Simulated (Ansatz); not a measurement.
**rocksalt-structured NiSb**

The computed numbers are results of r²SCAN, scalar-relativistic (collinear spin) in the plane-wave PAW code Ansatz at 500 eV, Γ-centred 12×12×12 mesh, 0.05 eV Gaussian smearing. The datasets are Ansatz's generated set soft_2.

```
Ni Sb
1.0
     0.00000    2.61242    2.61242
     2.61242    0.00000    2.61242
     2.61242    2.61242    0.00000
Ni Sb
1 1
Direct
  0.50000 0.50000 0.50000
  0.00000 0.00000 0.00000
```

The start was a prototype's sites filled with these elements. The Crystallography Open Database lists the compound in space group P63/mmc, so this is a trial structure.

Magnetic state: non-magnetic, site spin moments none.

The cell has space group Fm-3m (read at 0.01 Å). In it the stress is 0.00, 0.00, 0.00, 0.00, 0.00, 0.00 GPa and the largest force component 0.000 eV/Å. Each change below starts from this cell, without further relaxation. Stress is in GPa, positive in compression, in the order xx, yy, zz, yz, xz, xy; energies are counted from the cell above and are free energies with the smearing's entropy, which match forces and stress in a metal.

**Question.** What happens when atom 2 (Sb) is moved by 0.12 Å along y?

**Answer.** The energy changes by 26.7 meV per cell, and the force on it along the shift is -0.469 eV/Å (−F/u = 3.90 eV/Å²). Stress: -0.08, 2.31, -0.08, 0.00, 0.00, 0.00.
| atom | Fx (eV/Å) | Fy | Fz |
| --- | --- | --- | --- |
| Ni1 | 0.000 | 0.469 | 0.000 |
| Sb2 | 0.000 | -0.469 | 0.000 |
In a harmonic crystal the energy would rise by −½F·u = ½ × 3.90 × 0.12² eV = 28.1 meV, close to the run's value; the rest is anharmonic or numerical.

**Question.** What stress follows from an engineering strain of 1 % in yz, atoms carried along?

**Answer.** 0.00, -0.02, -0.02, -0.05, 0.00, 0.00 GPa; the energy changes by 0.0 meV per cell.
The change of the stress over the strain gives a clamped-atom stiffness of about 4.8 GPa for this component.

No spin–orbit coupling, a notable omission for heavy elements.
